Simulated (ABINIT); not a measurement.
Crystal: Bi.

```
Bi
1.0
     2.26750    1.30914    3.93800
    -2.26750    1.30914    3.93800
     0.00000   -2.61828    3.93800
Bi
2
Cartesian
  0.0000 0.0000 9.0495
  0.0000 0.0000 2.7645
```

Program: ABINIT 10.8.3 (patched build). Alike in all runs: task band structure; potentials or basis JTH PAW PBE v2.0; cell as given; smearing fermi-dirac 0.05 eV.

Question: Order these runs on this cell by their pressure, lowest first.
A. level PBE; spin SOC, no magnetisation; k mesh 6 × 6 × 6; cutoff (eV) 599; fine-grid cutoff 1197.3 eV
B. level AM05; spin off; k mesh 7 × 7 × 7; cutoff (eV) 707; fine-grid cutoff 1306.15 eV
C. level BLYP; spin off; k mesh 7 × 7 × 7; cutoff (eV) 707; fine-grid cutoff 1306.15 eV

Answer: B (-0.5 GPa), A (3.0 GPa), C (4.9 GPa).

Caveats: the PAW data sets were made with another functional, which shifts forces and pressure a little (some runs).
